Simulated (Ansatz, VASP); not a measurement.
# InAs: VASP beside Ansatz, part 2 of 2

Wanted: the spread between two codes on one cell, functional and k mesh. The cell is taken from a series of VASP runs on this material, whose earlier steps may have relaxed, scaled or displaced it; both programs get it as it stands.

VASP 6.6.1 and Ansatz 0.2.0.

So far: Set-up; Ansatz: band structure, PBE0.

## 3. VASP: band structure, PBE0

Level of this step: PBE0; plane waves and PAW (In_d, As) (VASP).

The same cell, functional, mesh and smearing now go to VASP, with its own data sets and cutoff.

Lines of VASP's logs that name or quote its potential files are left out, and so is its time.

The run reads the wave functions of an earlier VASP run, which isn't shown here.

Input file INCAR:

```
SYSTEM = InAs
PREC = Accurate
ENCUT = 350
EDIFF = 1E-06
NELM = 100
ISMEAR = 0
SIGMA = 0.03
LREAL = .FALSE.
ALGO = Normal
LHFCALC = .TRUE.
AEXX = 0.25
GGA = PE
LASPH = .TRUE.
NBANDS = 15
PRECFOCK = Fast
HFRCUT = -1
LORBIT = 11
LWAVE = .FALSE.
LCHARG = .FALSE.
KPAR = 4
```

Input file POSCAR:

```
InAs
1.0
    0.0000000000      3.0292000000      3.0292000000
    3.0292000000      0.0000000000      3.0292000000
    3.0292000000      3.0292000000      0.0000000000
In As
1 1
Direct
    0.0000000000      0.0000000000      0.0000000000
    0.7500000000      0.7500000000      0.7500000000
```

Input file KPOINTS:

```
Automatic mesh
0
Gamma
4 4 4
0 0 0
```

Input file KPOINTS_OPT:

```
Line mode
10
Line-mode
Reciprocal
  0.00000000   0.00000000   0.00000000 GAMMA
  0.50000000   0.00000000   0.50000000 X

  0.50000000   0.00000000   0.50000000 X
  0.50000000   0.25000000   0.75000000 W

  0.50000000   0.25000000   0.75000000 W
  0.37500000   0.37500000   0.75000000 K

  0.37500000   0.37500000   0.75000000 K
  0.00000000   0.00000000   0.00000000 GAMMA

  0.00000000   0.00000000   0.00000000 GAMMA
  0.50000000   0.50000000   0.50000000 L

  0.50000000   0.50000000   0.50000000 L
  0.62500000   0.25000000   0.62500000 U

  0.62500000   0.25000000   0.62500000 U
  0.50000000   0.25000000   0.75000000 W

  0.50000000   0.25000000   0.75000000 W
  0.50000000   0.50000000   0.50000000 L

  0.50000000   0.50000000   0.50000000 L
  0.37500000   0.37500000   0.75000000 K

  0.62500000   0.25000000   0.62500000 U
  0.50000000   0.00000000   0.50000000 X
```

Potentials, in the order of the species: In_d and As (PBE family, release 64).

The run is started by

```bash
$ mpirun -np 4 vasp_std
```

Numbers of over 12 decimals in the logs are rounded to 6 here.

Output:

```text
[banner, memory and clock lines left out]
running    4 mpi-ranks, on    1 nodes
 distrk:  each k-point on    1 cores,    4 groups
 distr:  one band on    1 cores,    1 groups

 POSCAR found type information on POSCAR InAs
 POSCAR found :  2 types and       2 ions
 LDA part: xc-table for (Slater+PW92), standard interpolation
 found WAVECAR, reading the header
 POSCAR, INCAR and KPOINTS ok, starting setup
 FFT: planning ... GRIDC
 FFT: planning ... GRID_SOFT
 FFT: planning ... GRID
 HFRCUT set to (new)   9.470402
 reading WAVECAR
 the WAVECAR file was read successfully
 initial charge from wavefunction
 entering main loop
       N       E                     dE             d eps       ncg     rms          rms(c)
DAV:   1    -0.995899812856E+01   -0.99590E+01   -0.11354E+00   296   0.170E+01    0.337E+00
DAV:   2    -0.998698548339E+01   -0.27987E-01   -0.87646E-02   330   0.284E+00    0.457E+00
DAV:   3    -0.998370095248E+01    0.32845E-02   -0.69019E-03   318   0.132E+00    0.321E+00
DAV:   4    -0.998252196424E+01    0.11790E-02   -0.13832E-03   366   0.493E-01    0.217E+00
DAV:   5    -0.998224223031E+01    0.27973E-03   -0.33991E-04   275   0.200E-01    0.136E+00
DAV:   6    -0.998217763676E+01    0.64594E-04   -0.85488E-05   284   0.946E-02    0.849E-01
DAV:   7    -0.998215721009E+01    0.20427E-04   -0.14425E-05   283   0.446E-02    0.521E-01
DAV:   8    -0.998215086766E+01    0.63424E-05   -0.49398E-06   261   0.228E-02    0.318E-01
DAV:   9    -0.998214957583E+01    0.12918E-05   -0.19073E-06   268   0.116E-02    0.195E-01
DAV:  10    -0.998214968737E+01   -0.11154E-06   -0.61265E-07   197   0.610E-03
   1 F= -.99821497E+01 E0= -.99821497E+01  d E =-.194752E-26
 Start KPOINTS_OPT (optional k-point list driver)
k-point batch [1-8\100]
       N       E                     dE             ncg
DAV:   1     0.515551804727E+02   -0.17187E+04      248
DAV:   2    -0.959884321271E+03   -0.10114E+04      247
DAV:   3    -0.103583593421E+04   -0.75952E+02      310
DAV:   4    -0.103837527454E+04   -0.25393E+01      319
DAV:   5    -0.103844119946E+04   -0.65925E-01      355
DAV:   6    -0.103844373106E+04   -0.25316E-02      371
DAV:   7    -0.103844376375E+04   -0.32685E-04      355
DAV:   8    -0.103844376415E+04   -0.40434E-06      275
[...]
k-point batch [97-100\100]
       N       E                     dE             ncg
DAV:   1     0.210849868954E+04   -0.20024E+04      120
DAV:   2     0.161548599164E+04   -0.49301E+03      127
DAV:   3     0.158171866605E+04   -0.33767E+02      148
DAV:   4     0.158078101501E+04   -0.93765E+00      185
DAV:   5     0.158075242940E+04   -0.28586E-01      192
DAV:   6     0.158075197315E+04   -0.45624E-03      192
DAV:   7     0.158075196149E+04   -0.11665E-04      192
DAV:   8     0.158075196138E+04   -0.10880E-06      144
```

Parts of OUTCAR (step 3):

```text
ion  position               nearest neighbor table
   1  0.000  0.000  0.000-   2 2.62   2 2.62   2 2.62   2 2.62
   2  0.750  0.750  0.750-   1 2.62   1 2.62   1 2.62   1 2.62

  LATTYP: Found a face centered cubic cell.
 ALAT       =     6.0584000000

 Subroutine GETGRP returns: Found 24 space group operations
 (whereof 24 operations were pure point group operations)

The static configuration has the point symmetry T_d .

 Found      8 irreducible k-points:

   k-points           NKPTS =      8   k-points in BZ     NKDIM =     64   number of bands    NBANDS=     15

   dimension x,y,z NGX =    28 NGY =   28 NGZ =   28
   dimension x,y,z NGXF=    56 NGYF=   56 NGZF=   56

   ENCUT  =  350.0 eV  25.72 Ry    5.07 a.u.   6.53  6.53  6.53*2*pi/ulx,y,z

   NELECT =      18.0000    total number of electrons

 k-points in reciprocal lattice and weights: Automatic mesh
   0.00000000  0.00000000  0.00000000       0.016
   0.25000000  0.00000000  0.00000000       0.125
   0.50000000  0.00000000  0.00000000       0.062
   0.25000000  0.25000000  0.00000000       0.094
   0.50000000  0.25000000  0.00000000       0.375
  -0.25000000  0.25000000  0.00000000       0.188
   0.50000000  0.50000000  0.00000000       0.047
  -0.25000000  0.50000000  0.25000000       0.094

  exchange ACFDT corr.  =         0.00000000  see jH, gK, PRB 81, 115126

 average (electrostatic) potential at core
       1 -90.0602       2 -45.4193

 E-fermi :   3.9377

 k-point     1 :       0.0000    0.0000    0.0000
  band No.  band energies     occupation
    ...
      5     -12.3644      2.00000
      6      -9.3799      2.00000
      7       3.7165      2.00000
      8       3.7165      2.00000
      9       3.7165      2.00000
     10       4.9113      0.00000
     11       9.0813      0.00000
     12       9.0813      0.00000
     13       9.0813      0.00000
     14      12.8575      0.00000
    ...

 k-point     2 :       0.2500    0.0000    0.0000
  band No.  band energies     occupation
    ...
      5     -12.3632      2.00000
      6      -8.6959      2.00000
      7      -0.2258      2.00000
      8       3.0981      2.00000
      9       3.0981      2.00000
     10       6.3542      0.00000
     11       9.8368      0.00000
     12       9.8368      0.00000
     13      10.4218      0.00000
     14      13.6476      0.00000
    ...

 k-point     3 :       0.5000    0.0000    0.0000
  band No.  band energies     occupation
    ...
      5     -12.3571      2.00000
      6      -7.7667      2.00000
      7      -2.5962      2.00000
      8       2.6313      2.00000
      9       2.6313      2.00000
     10       6.0437      0.00000
     11       9.8729      0.00000
     12       9.8729      0.00000
     13      12.1181      0.00000
     14      14.5164      0.00000
    ...

  energy-cutoff  :      350.00
  volume of cell :       55.59
      direct lattice vectors                 reciprocal lattice vectors
     0.000000000  3.029200000  3.029200000    -0.165060082  0.165060082  0.165060082
     3.029200000  0.000000000  3.029200000     0.165060082 -0.165060082  0.165060082
     3.029200000  3.029200000  0.000000000     0.165060082  0.165060082 -0.165060082

 POSITION                                       TOTAL-FORCE (eV/Angst)
 -----------------------------------------------------------------------------------
      0.00000      0.00000      0.00000         0.000000      0.000000      0.000000
      4.54380      4.54380      4.54380        -0.000000     -0.000000     -0.000000
 -----------------------------------------------------------------------------------
    total drift:                               -0.000034     -0.000043     -0.000018

  FREE ENERGIE OF THE ION-ELECTRON SYSTEM (eV)
  ---------------------------------------------------
  free  energy   TOTEN  =        -9.9821496874 eV

  energy  without entropy=       -9.9821496874  energy(sigma->0) =       -9.98214969

 total charge
# of ion       s       p       d       tot
------------------------------------------
    1        0.849   0.754   9.904  11.506
    2        1.214   1.636   0.021   2.871
--------------------------------------------------
tot          2.062   2.390   9.926  14.378

[... 3 further parts left out ...]
```

The k-mesh is coarse for unscreened exact exchange, which converges slowly with it.

## 4. Side by side

Known differences besides the potentials themselves: exact exchange at q = 0 is treated differently, which shows on coarse meshes; VASP keeps PBE cores, Ansatz makes them for the functional; the data sets hold 28 valence electrons in Ansatz (default PAW (the set named soft_2) files) and 18 in VASP; the cutoff is 420 eV in Ansatz and 350 eV in VASP; VASP takes a coarser grid for exact exchange (PRECFOCK = Fast). Total energies have different zeros and are not compared.

The two programs side by side:

| quantity | Ansatz | VASP | difference |
| --- | --- | --- | --- |
| gap over the path points (eV) | 1.178 | 1.195 | -0.017 |

Levels at points of the path, from each program's valence-band top (eV; 3 filled, then empty):

| k (reciprocal lattice) | Ansatz | VASP |
| --- | --- | --- |
| 0.000 0.000 0.000 | 0.00 0.00 0.00 1.18 5.35 5.35 | 0.00 0.00 0.00 1.20 5.37 5.37 |
| 0.500 0.000 0.500 | -6.39 -2.56 -2.56 2.78 3.40 11.01 | -6.38 -2.55 -2.55 2.80 3.42 11.01 |
| 0.500 0.222 0.722 | -6.22 -3.22 -3.10 5.38 5.68 6.88 | -6.21 -3.20 -3.08 5.39 5.68 6.89 |
| 0.403 0.347 0.750 | -6.22 -3.57 -2.24 3.61 5.81 8.53 | -6.21 -3.56 -2.24 3.62 5.81 8.53 |
| 0.125 0.125 0.250 | -3.00 -1.14 -0.25 3.17 5.38 5.78 | -2.99 -1.13 -0.25 3.17 5.38 5.78 |
| 0.278 0.278 0.278 | -4.38 -0.71 -0.71 2.58 6.17 6.17 | -4.37 -0.71 -0.71 2.60 6.17 6.17 |
| 0.556 0.389 0.556 | -6.20 -2.52 -1.45 3.59 5.75 7.01 | -6.19 -2.51 -1.45 3.60 5.75 7.01 |
| 0.583 0.250 0.667 | -6.22 -3.55 -2.35 3.83 5.82 8.18 | -6.21 -3.53 -2.35 3.84 5.82 8.18 |
| 0.500 0.306 0.694 | -6.16 -3.46 -2.57 5.18 5.72 6.86 | -6.15 -3.45 -2.56 5.18 5.72 6.86 |
| 0.486 0.486 0.528 | -6.31 -1.23 -1.11 2.46 6.07 6.20 | -6.30 -1.23 -1.11 2.47 6.08 6.21 |

Among the levels compared at these points, filled levels agree within 20 meV and empty ones within 21 meV.

## 5. Results

```yaml
difference_in_gap_over_the_path_points_band_structure_pbe0: -0.017 eV
```

**Reading.** The difference in gap over the path points is -0.017 eV (band structure, PBE0), within the 0.08 eV picked in this series as the mark of a large difference. How closely two codes agree says nothing of how well the functional describes the real material.

[Lines on the potential files, build, host, timing and source positions are cut from VASP's logs without a mark.]

[Logs are printed without paths, hosts, clocks, repeated set-up lines and the standing remarks that a program may print on its own settings, such as how far it seeks lower states.]

[Hosts, paths, dates, database ids (printed as entryN), source tags and the programs' standing remarks are cut or masked in the printed files.]
